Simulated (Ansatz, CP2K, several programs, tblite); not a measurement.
Energy against volume for CdS in the rocksalt structure, at fixed shape and fractional coordinates, computed by several methods (PBE and r2SCAN, where shown, with plane waves in Ansatz); the cell shown is that of r2SCAN. It is cubic, Fm-3m (No. 225); a = 5.454 Å in the conventional setting, 20.27 Å³ an atom. Cd is surrounded by 6 S at 2.73 Å; S is surrounded by 6 Cd at 2.73 Å. The structure was generated, not taken from experiment, and needn't be the ground state; spin polarisation is off. Energies count from each curve's lowest point; fits are third-order Birch-Murnaghan.

Space group Fm-3m (No. 225). a = 5.454 Å, b = 5.454 Å, c = 5.454 Å, α = 90.00°, β = 90.00°, γ = 90.00°

| atom | site | symmetry | x | y | z |
| --- | --- | --- | --- | --- | --- |
| Cd | 4a | m-3m | 0.0000 | 0.0000 | 0.0000 |
| S | 4b | m-3m | 0.5000 | 0.0000 | 0.0000 |

GFN2-xTB (tblite), on the shape of the cell shown, as a cluster of 64 atoms at the zone centre:
```csv
V (Å³/atom),E (meV/atom)
17.841,109.65
19.058,53.39
20.274,15.21
21.491,0.00
22.707,6.56
```
This method closes the gap of a crystal that DFT finds insulating, so its curve rests on a wrong state.
The fit gives a pressure derivative B′ of -0.4, outside the usual 2 to 7: a trait of the method or a rough curve, so no modulus is quoted.

Problem. GFN1-xTB (tblite), on the shape of the cell shown, as a cluster of 64 atoms at the zone centre, gives

| V (Å³/atom) | E (meV/atom) |
| --- | --- |
| 17.841 | 199.60 |
| 19.058 | 83.57 |
| 20.274 | 21.72 |
| 21.491 | 0.00 |
| 22.707 | 8.08 |

This method closes the gap of a crystal that DFT finds insulating, so its curve rests on a wrong state.
What equilibrium volume and bulk modulus follow?

Solution. V₀ = 21.72 Å³ an atom and B₀ = 66 GPa.

r2SCAN, on the shape of its own relaxed cell:
```
V (Å³/atom)  E (meV/atom)
     19.058         21.31
     19.666          5.08
     20.274          0.00
     20.883          4.34
     21.491         16.65
```
V₀ = 20.28 Å³ an atom and B₀ = 82 GPa.

PBE/DZVP (CP2K), on the shape of the cell shown:
```csv
V (Å³/atom),E (meV/atom)
17.841,159.37
19.058,57.73
20.274,9.35
21.491,0.00
22.707,19.36
```
V₀ = 21.22 Å³ an atom and B₀ = 70 GPa.

PBE, on the shape of its own relaxed cell:
```
V (Å³/atom)  E (meV/atom)
     19.492         19.29
     20.114          4.62
     20.736          0.00
     21.358          3.82
     21.980         14.75
```
V₀ = 20.75 Å³ an atom and B₀ = 72 GPa.

Spin-orbit coupling is left out.
